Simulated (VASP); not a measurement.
# Sc in VASP: relaxation of the atoms with PBEsol+D3(BJ)

Aim: the relaxation of the atoms of Sc with PBEsol+D3(BJ).

Program: VASP 6.6.1. These are calculated values, not measurements. Logs are shortened: lines on timing, memory, paths and dates and some standing lists are left out, and cuts for length are marked.

### Step 1. Starting point

The cell holds a slab with vacuum, 3 atoms: a = 3.217 Å, b = 3.217 Å, c = 25.108 Å, α = 90.00°, β = 90.00°, γ = 120.00°.

The cell was built by a generator and needn't be a form met in nature.

### Step 2. Relaxation of the atoms, PBEsol+D3(BJ)

The input, INCAR:

```
PREC = Accurate
ENCUT = 520
EDIFF = 1E-7
ISMEAR = 1
SIGMA = 0.1
LREAL = F
LASPH = T
NELM = 120
ALGO = Normal
ISIF = 2
LWAVE = F
LCHARG = F
LDIPOL = T
IDIPOL = 3
DIPOL = 0.5 0.5 0.500
GGA = PS
IVDW = 12
IBRION = 2
NSW = 90
EDIFFG = -0.02
KPAR = 2
```

The input, KPOINTS:

```
Automatic mesh
0
Gamma
  12 12 1
```

The input, POSCAR:

```
Sc
1.0
    1.6087444800      2.7864272000      0.0000000000
   -3.2174889600      0.0000000000      0.0000000000
    0.0000000000      0.0000000000     25.1082626300
Sc
3
Selective dynamics
Direct
    0.3333330000      0.6666670000      0.4002666400  F F F
    0.6666670000      0.3333330000      0.5000000000  T T T
    0.3333330000      0.6666670000      0.5997333600  T T T
```

Potentials or basis: VASP PAW PBE potentials, release 64 (Sc_sv).

The run is started by

```
$ cat potpaw_PBE.64/Sc_sv/POTCAR > POTCAR
$ mpirun -np 2 vasp_std > vasp.out
```

OUTCAR:

```text
PREC = Accurate
   ENCUT = 520
   EDIFF = 1E-7
   ISMEAR = 1
   LREAL = F
   LASPH = T
   NELM = 120
   ISIF = 2
   GGA = PS
   IVDW = 12
   IBRION = 2
   NSW = 90
   EDIFFG = -0.02
 IVDW          = 12

 ion  position               nearest neighbor table
   1  0.333  0.667  0.400-   2 3.12   2 3.12   2 3.12
   2  0.667  0.333  0.500-   1 3.12   3 3.12   1 3.12   3 3.12   1 3.12   3 3.12
   3  0.333  0.667  0.600-   2 3.12   2 3.12   2 3.12

  LATTYP: Found a hexagonal cell.
 ALAT       =     3.2174889810
 C/A-ratio  =     7.8036825544

  Lattice vectors:

 A1 = (   1.6087444800,   2.7864272000,   0.0000000000)
 A2 = (  -3.2174889600,   0.0000000000,   0.0000000000)
 A3 = (   0.0000000000,   0.0000000000,  25.1082626300)

Analysis of symmetry for initial positions (statically):
=====================================================================
 Subroutine PRICEL returns:
 Original cell was already a primitive cell.

 Routine SETGRP: Setting up the symmetry group for a
 hexagonal supercell.

 Subroutine GETGRP returns: Found 12 space group operations
 (whereof 12 operations were pure point group operations)
 out of a pool of 24 trial point group operations.

The static configuration has the point symmetry D_3h.

Analysis of symmetry for dynamics (positions and initial velocities):
=====================================================================
 Subroutine PRICEL returns:
 Original cell was already a primitive cell.

 Routine SETGRP: Setting up the symmetry group for a
 hexagonal supercell.

 Subroutine GETGRP returns: Found 12 space group operations
 (whereof 12 operations were pure point group operations)
 out of a pool of 24 trial point group operations.

The dynamic configuration has the point symmetry D_3h.

Analysis of constrained symmetry for selective dynamics:
=====================================================================
 Subroutine PRICEL returns:
 Original cell was already a primitive cell.

 Routine SETGRP: Setting up the symmetry group for a
 hexagonal supercell.

 Subroutine GETGRP returns: Found  6 space group operations
 (whereof  6 operations were pure point group operations)
 out of a pool of 24 trial point group operations.

The constrained configuration has the point symmetry C_3v.

 Subroutine INISYM returns: Found  6 space group operations
 (whereof  6 operations are pure point group operations),
 and found     1 'primitive' translations

----------------------------------------------------------------------------------------

                                     Primitive cell

  volume of cell :     225.1031

  direct lattice vectors                    reciprocal lattice vectors
     1.608744480  2.786427200  0.000000000     0.000000000  0.358882514  0.000000000
    -3.217488960  0.000000000  0.000000000    -0.310801377  0.179441257  0.000000000
     0.000000000  0.000000000 25.108262630     0.000000000  0.000000000  0.039827527

  length of vectors
     3.217488981  3.217488960 25.108262630     0.358882514  0.358882517  0.039827527

  position of ions in fractional coordinates (direct lattice)
     0.333333000  0.666667000  0.400266640
     0.666667000  0.333333000  0.500000000
     0.333333000  0.666667000  0.599733360

  ion indices of the primitive-cell ions
   primitive index   ion index
                 1           1
                 2           2
                 3           3

----------------------------------------------------------------------------------------

 KPOINTS: Automatic mesh

Automatic generation of k-mesh.
 Grid dimensions read from file:
 generate k-points for:   12   12    1

 Generating k-lattice:

  Cartesian coordinates                     Fractional coordinates (reciprocal lattice)
     0.000000000  0.029906876  0.000000000     0.083333333  0.000000000  0.000000000
[... 21 lines left out ...]
  0.416667  0.000000  0.000000      6.000000
[... 11 lines left out ...]
  0.333333  0.250000  0.000000     12.000000
  0.333333  0.333333  0.000000      2.000000
   k-points           NKPTS =     19   k-points in BZ     NKDIM =     19   number of bands    NBANDS=     20
   number of dos      NEDOS =    301   number of ions     NIONS =      3
   total plane-waves  NPLWV = 110592
   dimension x,y,z NGX =    24 NGY =   24 NGZ =  192
   dimension x,y,z NGXF=    48 NGYF=   48 NGZF=  384
   ions per type =               3
   NGX,Y,Z   is equivalent  to a cutoff of  12.40, 12.40, 12.71 a.u.
   NGXF,Y,Z  is equivalent  to a cutoff of  24.80, 24.80, 25.43 a.u.
 SYSTEM =  unknown system
   PREC   = accura    normal or accurate (medium, high low for compatibility)
   ISTART =      0    job   : 0-new  1-cont  2-samecut
   ICHARG =      2    charge: 1-file 2-atom 10-const
   ISPIN  =      1    spin polarized calculation?
   LNONCOLLINEAR =      F non collinear calculations
   LSORBIT =      F    spin-orbit coupling
   LASPH  =      T    aspherical Exc in radial PAW
   ENCUT  =  520.0 eV  38.22 Ry    6.18 a.u.   5.98  5.98 46.68*2*pi/ulx,y,z
   NELM   =    120;   NELMIN=  2; NELMDL= -5     # of ELM steps
   EDIFF  = 0.1E-06   stopping-criterion for ELM
   LREAL  =      F    real-space projection
   EDIFFG = -.2E-01   stopping-criterion for IOM
   NSW    =     90    number of steps for IOM
   IBRION =      2    ionic relax: 0-MD 1-quasi-New 2-CG
   NFREE  =      1    steps in history (QN), initial steepest desc. (CG)
   ISIF   =      2    stress and relaxation
   ISYM   =      2    0-nonsym 1-usesym 2-fastsym
   POTIM  = 0.5000    time-step for ionic-motion
   TEBEG  =    0.0;   TEEND  =   0.0 temperature during run
   PSTRESS=    0.0 pullay stress
   NELECT =      33.0000    total number of electrons
   NUPDOWN=      -1.0000    fix difference up-down
   EMIN   =  10.00;   EMAX   =-10.00  energy-range for DOS
   EFERMI =   0.00;   METHOD = LEGACY
   ISMEAR =     1;   SIGMA  =   0.10  broadening in eV -4-tet -1-fermi 0-gaus
   EFERMI_NEDOS =   21; number of points for ismear=-14 and -15
   IALGO  =     38    algorithm
   IMIX   =      4    mixing-type and parameters
     AMIX     =   0.40;   BMIX     =  1.00
     AMIX_MAG =   1.60;   BMIX_MAG =  1.00
  volume/ion in A,a.u.               =      75.03       506.36
  Fermi-wavevector in a.u.,A,eV,Ry     =   0.863215  1.631240 10.138248  0.745140
  Thomas-Fermi vector in A             =   1.981132
   LORBIT       =      0    0 simple, 1 ext, 2 COOP (PROOUT), +10 PAW based schemes
   GGA     = PS    functional components
   LHFCALC =     F    Hartree Fock is set to
   AEXX    =    0.0000 exact exchange contribution
   IVDW    =    12    specifies the selected vdW correction
   LEPSILON=     F    determine dielectric tensor
   LRPA    =     F    only Hartree local field effects (RPA)
 conjugate gradient relaxation of ions
 non-spin polarized calculation
 Methfessel and Paxton  Order N= 1 SIGMA  =   0.10
  energy-cutoff  :      520.00
  volume of cell :      225.10
 maximum number of plane-waves:      6126
 NGX is ok and might be reduce to    24
   NGX = 11   NGY = 11   NGZ = 93

--------------------------------------- Ionic step        1  -------------------------------------------

 number of electron      32.9999991 magnetization

 Free energy of the ion-electron system (eV)
  ---------------------------------------------------
  ext. energy  EPLUGINS =         0.00000000
  ---------------------------------------------------
  free energy    TOTEN  =       -18.22652290 eV

  energy without entropy =      -18.22771982  energy(sigma->0) =      -18.22692187

------------------------ aborting loop because EDIFF is reached ----------------------------------------

 Edisp (eV)   -0.82844

 E8    (eV) :    -0.6046
[... 108 lines left out ...]
  FREE ENERGIE OF THE ION-ELECTRON SYSTEM (eV)
  ---------------------------------------------------
  free  energy   TOTEN  =       -19.0561442590 eV

  energy  without entropy=      -19.0575939806  energy(sigma->0) =      -19.05662750

 dipolmoment           0.000000      0.000000      0.000503 electrons x Angstroem

--------------------------------------- Ionic step        4  -------------------------------------------

 number of electron      32.9999992 magnetization

------------------------ aborting loop because EDIFF is reached ----------------------------------------
[... 38 lines left out ...]
 number of electron      32.9999992 magnetization

------------------------ aborting loop because EDIFF is reached ----------------------------------------

 vacuum level on the upper side and lower side of the slab       (xc-potential included)        -0.028         0.004

 Edisp (eV)   -0.83203

 E8    (eV) :    -0.6073

  FORCE on cell =-STRESS in cart. coord.  units (eV):
  Direction    XX          YY          ZZ          XY          YZ          ZX
  --------------------------------------------------------------------------------------
  -------------------------------------------------------------------------------------
  Total      -0.52043    -0.52043    -0.23366     0.00000     0.00000     0.00000
  in kB      -3.70417    -3.70417    -1.66307     0.00000     0.00000     0.00000
  external pressure =       -3.02 kB  Pullay stress =        0.00 kB
[... 65 lines left out ...]
--------------------------------------- Ionic step        7  -------------------------------------------

 number of electron      32.9999991 magnetization

 dipolmoment           0.000000      0.000000     -0.000039 electrons x Angstroem

 Free energy of the ion-electron system (eV)
  ---------------------------------------------------
  ext. energy  EPLUGINS =         0.00000000
  ---------------------------------------------------
  free energy    TOTEN  =       -18.22300963 eV

  energy without entropy =      -18.22600167  energy(sigma->0) =      -18.22400697

 E-fermi :  -1.0845     XC(G=0):  -3.8663

 val. band max:       -1.0860479353   @ k =   0.0000   0.0000   0.0000
 cond. band min:      -1.0589131002   @ k =   0.0833   0.0000   0.0000
 fundamental gap:      0.0271348351
 Fermi energy:        -1.0845374921

 k-point     1 :       0.0000    0.0000    0.0000
  band No.  band energies     occupation
      1     -50.3994      2.00000
      2     -50.3967      2.00000
      3     -49.7239      2.00000
      4     -29.2549      2.00000
      5     -29.1844      2.00000
      6     -28.9265      2.00000
[... 426 lines left out ...]
     19      -0.5469     -0.00000
     20      -0.4597     -0.00000

------------------------ aborting loop because EDIFF is reached ----------------------------------------

 vacuum level on the upper side and lower side of the slab       (xc-potential included)        -0.006        -0.005

 Edisp (eV)   -0.83562

 E8    (eV) :    -0.6101

  FORCE on cell =-STRESS in cart. coord.  units (eV):
  Direction    XX          YY          ZZ          XY          YZ          ZX
  --------------------------------------------------------------------------------------
  -------------------------------------------------------------------------------------
  Total      -0.39840    -0.39840     0.03478     0.00000     0.00000     0.00000
  in kB      -2.83559    -2.83559     0.24758     0.00000     0.00000     0.00000
  external pressure =       -1.81 kB  Pullay stress =        0.00 kB
[... 18 lines left out ...]
  FREE ENERGIE OF THE ION-ELECTRON SYSTEM (eV)
  ---------------------------------------------------
  free  energy   TOTEN  =       -19.0586305138 eV

  energy  without entropy=      -19.0616225582  energy(sigma->0) =      -19.05962786

 reached required accuracy - stopping structural energy minimisation

 vacuum level on the upper side and lower side of the slab         2.430         2.430
```

Run time: 2.4 min. Hardware: 2 MPI ranks of Intel Xeon 6975P-C (Granite Rapids), shared host; peak memory 0.36 GiB.

Results:

```
Free energy                : -19.0586 eV
Energy gained by relaxing  : 1.2 meV/atom
Ionic steps                : 7
Band gap on the k mesh     : none (metal or under the smearing width)
Dispersion energy per atom : -0.279 eV
```

Step by step:
```tsv
step	energy change (eV)	largest force (eV/Å)	pressure (GPa)
1	0.0000	0.0874	-0.42
2	-0.0004	0.0879	-0.41
3	-0.0012	0.0895	-0.38
4	-0.0018	0.0973	-0.31
5	-0.0022	0.0885	-0.30
6	-0.0032	0.0609	-0.26
7	-0.0037	0.0152	-0.18
```

Final structure:
```
Sc
1.0
     1.60874    2.78643    0.00000
    -3.21749    0.00000    0.00000
     0.00000    0.00000   25.10826
Sc
3
Direct
  0.33333 0.66667 0.40027
  0.66667 0.33333 0.49812
  0.33333 0.66667 0.59596
```

Levels at points of the mesh, in eV from the Fermi level:
| k point | band 14 | band 15 | band 16 | band 17 | band 18 | band 19 | band 20 |
| --- | --- | --- | --- | --- | --- | --- | --- |
| (0.00, 0.00, 0.00) | -3.73 | -2.27 | 0.00 | 0.11 | 1.03 | 1.46 | 1.46 |
| (0.50, 0.00, 0.00) | -1.41 | -1.22 | -0.39 | -0.19 | 0.57 | 0.69 | 1.41 |

Caveat: the PAW data sets were made with another functional, which shifts forces and pressure a little.
